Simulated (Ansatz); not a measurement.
# SrCl2: band gap under strain

Aim: follow the gap of SrCl2 built on the fluorite prototype through these states: +1.0 % strain along z alone; -2.5 % biaxial strain in x and y, free along z; -1.0 % biaxial strain in the (111) plane, free along [111]. The table at the end shows which levels were run.

The runs shown are made with Ansatz 0.2.0. PAW datasets, plane waves. Spin-unpolarised throughout; all numbers are computed.

### 1 The cell

The unstrained cell was relaxed with r2SCAN; in each strained cell the atoms were relaxed again with r2SCAN. Names of k-points are those of the unstrained zone, where strain can split equivalent points. First state: +1.0 % strain along z alone.

The symmetry is I4/mmm (No. 139, tetragonal); a = 4.947 Å, c = 7.065 Å in the conventional setting, 28.81 Å³ an atom. Around Sr lie 8 Cl at 3.04 Å; around Cl lie 4 Sr at 3.04 Å.

As a file:

```
CELL_PARAMETERS angstrom
0.00000 3.49772 3.53270
3.49772 0.00000 3.53270
3.49772 3.49772 0.00000
ATOMIC_POSITIONS crystal
Sr 0.00000 0.00000 0.00000
Cl 0.25000 0.25000 0.25000
Cl 0.75000 0.75000 0.75000
```

From earlier runs on the unstrained cell: PBE 5.31 eV, r2SCAN 5.94 eV, HSE06 6.59 eV; a = 6.995 Å.

### 2 +1.0 % strain along z alone: PBE

input.yaml reads:

```yaml
crystal:
  lattice:
    - [0.0, 3.4977180853, 3.5326952661]
    - [3.4977180853, 0.0, 3.5326952661]
    - [3.4977180853, 3.4977180853, 0.0]
  atoms:
    - { symbol: Sr, position: [0.0, 0.0, 0.0] }
    - { symbol: Cl, position: [0.25, 0.25, 0.25] }
    - { symbol: Cl, position: [0.75, 0.75, 0.75] }
kpoints:
  mp_grid: { grid: [6, 6, 6] }
  band_path:
    path:
      - [0.0, 0.0, 0.0]
      - [0.5, 0.0, 0.5]
      - [0.625, 0.25, 0.625]
      - [0.375, 0.375, 0.75]
      - [0.5, 0.5, 0.5]
      - [0.5, 0.25, 0.75]
      - [0.0, 0.5, 0.5]
    npoints: 1
hamiltonian:
  xc: pbe
scf:
  occupations: { method: fermi_dirac, width: 0.02 }
  n_extra_bands: 4
output:
  forces: true
  stress: true
  eigenvalues: true
```

The run is started by

```
ansatz run input.yaml --threads 4 --pin off --max-ram 4608MiB --backend cpu --events-out ev --progress --plain --runs-dir out
```

The runs that follow: +1.0 % strain along z alone: r2SCAN; +1.0 % strain along z alone: HSE06; -2.5 % biaxial strain in x and y, free along z: PBE; -2.5 % biaxial strain in x and y, free along z: r2SCAN; -2.5 % biaxial strain in x and y, free along z: HSE06; -1.0 % biaxial strain in the (111) plane, free along [111]: PBE; -1.0 % biaxial strain in the (111) plane, free along [111]: r2SCAN; -1.0 % biaxial strain in the (111) plane, free along [111]: HSE06.

What does the calculation give?

**Answer**, as computed:

Least gap in eV (negative: overlap), with the change from the unstrained cell in brackets:

| state | volume change (%) | PBE | r2SCAN | HSE06 |
| --- | --- | --- | --- | --- |
| +1.0 % strain along z alone | +1.0 | 5.25 (-0.06) | 5.87 (-0.07) | 6.53 (-0.06) |
| -2.5 % biaxial strain in x and y, free along z | -3.6 | 5.29 (-0.02) | 5.86 (-0.08) | 6.58 (-0.01) |
| -1.0 % biaxial strain in the (111) plane, free along [111] | -0.8 | 5.34 (+0.03) | 5.97 (+0.03) | 6.62 (+0.03) |

In words: With HSE06, of the states in the table +1.0 % strain along z alone shifts the gap most, by -0.064 eV. PBE and HSE06 differ by 1.28 eV on the unstrained gap, and by at most 0.01 eV on its change: the two disagree on the size of the gap but agree on its response to strain.
